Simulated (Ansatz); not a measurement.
## PbS under changes of volume

One of the cells (26.686 Å³/atom); the others are scaled copies at fixed shape and fractional positions:

```
CELL_PARAMETERS angstrom
2.11266 1.21975 3.45192
-2.11266 1.21975 3.45192
0.00000 -2.43949 3.45192
ATOMIC_POSITIONS crystal
Pb 0.98057 0.98057 0.98057
S 0.47504 0.47504 0.47504
```

The cell is a database's computed one.

* Program: Ansatz 0.2.0
* Functional: PBEsol
* Potentials or basis: Ansatz PAW
* Cutoff: 420 eV (not typed: the program's choice for these potentials)
* k mesh: 8 × 8 × 8
* Occupations: fermi-dirac, width 0.05 eV
* Spin: no spin polarisation

| volume (Å³/atom) | energy over the lowest point (meV/atom) | pressure (GPa) | gap on the mesh (eV) | largest force (eV/Å) |
| --- | --- | --- | --- | --- |
| 25.085 | 2.97 | 1.5 | 0.14 | 0.040 |
| 25.618 | 0.00 | 0.2 | 0.21 | 0.028 |
| 26.152 | 1.21 | -1.0 | 0.28 | 0.017 |
| 26.686 | 6.19 | -2.0 | 0.35 | 0.007 |
| 27.220 | ? | ? | ? | ? |
| 27.753 | 26.00 | -3.9 | 0.47 | 0.013 |
| 28.287 | 40.15 | -4.6 | 0.53 | 0.022 |

Question: What does the run at 27.220 Å³/atom give?

Answer: Energy over the lowest point 14.58 meV/atom; pressure -3.0 GPa; gap on the mesh 0.41 eV; largest force 0.003 eV/Å.

Worked out: A Birch-Murnaghan fit of order 3 (a polynomial in V^(-2/3)) to the other rows has its minimum at 25.72 Å³/atom with B0 = V·E''(V) = 59 GPa and B' = 4.2 at fixed shape and positions, which overstates the stiffness. It gives 14.58 meV/atom at 27.220 Å³/atom, against the run's 14.58, and -dE/dV = -3.0 GPa, against -3.0. A straight line through the other rows of the gap, of slope 3.24 eV per unit of ln V (its deformation potential), gives 0.41 eV, against the run's 0.41.

Energies are extrapolated to zero smearing.

Caveats: spin-orbit coupling is left out, which as a rule narrows the gap of such compounds by several tenths of an eV; the PAW data sets come from PBE, with cores solved anew for the run's functional, which leaves a small shift of forces and pressure.

A mesh can miss the band edges.
